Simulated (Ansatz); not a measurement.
Runs of Ansatz 0.2.0 on Br. It takes space group I4/mmm (No. 139, tetragonal). Conventional cell: a = 2.847 Å, b = 2.847 Å, c = 7.155 Å, α = 90.00°, β = 90.00°, γ = 90.00°. Around Br (site symmetry 4/mmm) lie 4 Br at 2.85 Å. 

```csv
level,cell,target pressure (GPa),gap on the mesh (eV),pressure (GPa),relaxed volume (Å³/atom)
PBE+D3(BJ),relaxed,-,none,0.0,28.91
PBE+D3(BJ)-ATM,relaxed,-,none,0.0,(a)
PBE+D4,relaxed,-,none,0.0,28.67
PBE,relaxed,-,none,0.0,37.03
PBE,relaxed to 10 GPa,10,none,10.0,-
PBE,relaxed to 30 GPa,30,none,30.0,-
PBE,relaxed,0,none,0.0,37.03
PBE,relaxed to 20 GPa,20,none,20.0,-
PBE,relaxed to 2 GPa,2,none,2.0,-
PBE,relaxed to 5 GPa,5,none,5.0,-
```

Alike in all rows: task relaxation of cell and atoms; potentials or basis Ansatz PAW; no spin polarisation; k mesh 13 × 13 × 13; cutoff (eV) 420; smearing fermi-dirac 0.05 eV.

Fill in the values left out.

(a) 29.11.

Caveats: the plane-wave basis is chosen anew once the cell has moved, so the energies of steps on either side of that aren't comparable; an odd number of electrons without spin polarisation forces a metal; a magnetic or distorted state may lie lower; the volume moved by over 15 % at a fixed basis, so the end points are rough (some runs); pairwise dispersion overbinds metals, which lowers pressure and volume (some runs).

A k mesh can miss the band edges, and the runs leave out spin-orbit coupling on Br.

A gap of «none» marks a metal or a gap under the smearing width.
